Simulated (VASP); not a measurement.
## Ti3Al: relaxation of cell and atoms with PBEsol

Crystal: Ti3Al.

```
Ti Al
1.0
     0.00000    3.23178    3.23178
     3.23178    0.00000    3.23178
     3.23178    3.23178    0.00000
Ti Al
3 1
Direct
  0.75000 0.75000 0.75000
  0.25000 0.25000 0.25000
  0.00000 0.00000 0.00000
  0.50000 0.50000 0.50000
```

The cell comes from a database or a generator and needn't be the stable form of this composition.

- Program: VASP 6.6.1
- Task: relaxation of cell and atoms
- Functional: PBEsol
- Potentials or basis: VASP PAW PBE potentials, release 64 (Ti, Al)
- Cutoff: 580 eV
- k mesh: 12 × 12 × 12
- Occupations: gaussian, width 0.1 eV
- Spin: no spin polarisation
- Further INCAR settings: ALGO = Fast; EDIFF = 1e-07; IBRION = 2; EDIFFG = -0.005; NSW = 90; ISIF = 3

| Quantity | Value |
| --- | --- |
| Relaxed volume | 16.05 Å³/atom |
| Relaxed cell | a = 4.495 Å, b = 4.495 Å, c = 4.495 Å, α = 60.00°, β = 60.00°, γ = 60.00° |
| Space group after relaxing (to 0.05 Å) | Fm-3m (No. 225) |
| Energy gained by relaxing | 15.2 meV/atom |
| Ionic steps | 3 |
| Pressure after relaxing | 0.0 GPa |
| Band gap on the k mesh | none (metal or under the smearing width) |

Step by step:
| step | energy change (eV) | largest force (eV/Å) | pressure (GPa) | volume (Å³) |
| --- | --- | --- | --- | --- |
| 1 | 0.0000 | 0.0000 | -5.68 | 67.51 |
| 2 | -0.0247 | 0.0000 | 5.04 | 61.83 |
| 3 | -0.0609 | 0.0000 | -0.02 | 64.22 |

Final structure:
```
Ti Al
1.0
     0.00000    3.17840    3.17840
     3.17840    0.00000    3.17840
     3.17840    3.17840    0.00000
Ti Al
3 1
Direct
  0.75000 0.75000 0.75000
  0.25000 0.25000 0.25000
  0.00000 0.00000 0.00000
  0.50000 0.50000 0.50000
```

Levels at points of the mesh, in eV from the Fermi level:
| k point | band 5 | band 6 | band 7 | band 8 | band 9 | band 10 |
| --- | --- | --- | --- | --- | --- | --- |
| (0.00, 0.00, 0.00) | -1.75 | -1.75 | 0.03 | 0.03 | 0.03 | 2.35 |
| (0.50, 0.00, 0.00) | -0.38 | -0.33 | -0.33 | -0.04 | -0.04 | 0.86 |
| (0.50, 0.50, 0.00) | -0.56 | -0.56 | -0.13 | -0.12 | -0.12 | 1.16 |

Wall time 4.9 min on 1 thread of AMD EPYC 7R13 Processor (Zen 3) (shared host), peak memory 0.23 GiB.

Caveat: the PAW data sets were made with another functional, which shifts forces and pressure a little.
